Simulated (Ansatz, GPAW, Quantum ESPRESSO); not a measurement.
## The band gap of CdGeAs2, sorted by core time

```cif
data_structure
_symmetry_space_group_name_H-M 'I-42d'
_symmetry_Int_Tables_number 122
_cell_length_a 5.9777
_cell_length_b 5.9777
_cell_length_c 11.3286
_cell_angle_alpha 90.000
_cell_angle_beta 90.000
_cell_angle_gamma 90.000
_cell_volume 404.81
loop_
_atom_site_label
_atom_site_type_symbol
_atom_site_symmetry_multiplicity
_atom_site_Wyckoff_symbol
_atom_site_fract_x
_atom_site_fract_y
_atom_site_fract_z
_atom_site_occupancy
Cd1 Cd 4 b 0.50000 0.50000 0.00000 1
As1 As 8 d 0.75000 0.72122 0.37500 1
Ge1 Ge 4 a 0.00000 0.50000 0.25000 1
```

| rung | level | program and potentials | cutoff (eV) | k mesh | smearing | task | core time | chip | band gap (eV) | miss (eV) | notes |
| --- | --- | --- | --- | --- | --- | --- | --- | --- | --- | --- | --- |
| hybrid | PBE0 | Ansatz, Ansatz PAW | 420 | 4 × 4 × 4 | fermi-dirac 0.05 | single point | 77 s | AMD EPYC 7R13 Zen 3 | 0.99 | +0.42 | potentials made for PBE, which Ansatz adapts in part; 16 valence electrons an atom on average |
| meta-GGA | r2SCAN | Ansatz, Ansatz PAW | 500 | 6 × 6 × 6 | fermi-dirac 0.05 | band structure | 4.3 min | Arm Neoverse V2 | 0.10 | -0.47 | potentials made for PBE, which Ansatz adapts in part; 16 valence electrons an atom on average |
| GGA | PBE | GPAW, GPAW PAW data sets (gpaw-data 1.2.1) | 600 | 4 × 4 × 4 | fermi-dirac 0.05 | band structure | 7.5 min | Intel Xeon Platinum 8488C Sapphire Rapids | 0.04 | -0.53 | 6.5 valence electrons an atom on average; from the band path |
| hybrid | HSE06 | Ansatz, Ansatz PAW | 420 | 4 × 4 × 4 | fermi-dirac 0.05 | band structure | 11 min | AMD EPYC 7R13 Zen 3 | 0.45 | -0.12 | potentials made for PBE, which Ansatz adapts in part; 16 valence electrons an atom on average |
| LDA | LDA | Ansatz, all-electron LAPW, scalar-relativistic | - | 6 × 6 × 6 | fermi-dirac 0.05 | band structure | 15 min | AMD EPYC 7R43 Zen 3 | 0.03 | -0.54 | from the band path |
| GGA | PBEsol | Ansatz, all-electron LAPW, scalar-relativistic | - | 6 × 6 × 6 | fermi-dirac 0.05 | band structure | 15 min | AMD EPYC 7R43 Zen 3 | 0.03 | -0.54 | from the band path |
| LDA | LDA | Quantum ESPRESSO, GBRV 1.5 LDA | 612 | 6 × 6 × 6 | fermi-dirac 0.05 | band structure | 57 min | Intel Xeon Skylake/Cascade Lake | 0.07 | -0.50 | 9 valence electrons an atom on average; from the band path |

Times are single runs on shared hosts and different chips, so they are rough; meshes, cutoffs and the tasks' sizes weigh on the time. All rows: no spin polarisation. Gaps are the least found on the k mesh or the band path, and a mesh can miss the band edges. Smearing widths are in eV. Meshes differ between rows, which moves values too. All levels ran on this one cell, unrelaxed unless noted. Meshes are those of the run's cell of 8 atoms unless a note names another. Misses use the values as printed. Runs on faulty files, with rough fits or with known faults for this quantity aren't shown. No row holds spin-orbit coupling.

By rung: LDA 0.03 to 0.07; GGA 0.03 to 0.04; meta-GGA 0.10; hybrid 0.45 to 0.99 (eV). Measured: 0.57 eV at 300 K (a printed reference work). Closest is HSE06 (-0.12 eV). LDA and GGA gaps fall short mostly because these functionals lack the derivative discontinuity; the runs are for a static lattice, while measurements hold temperature and zero-point motion; rows without SOC leave out spin-orbit coupling, which moves the band edges where heavy atoms are present.
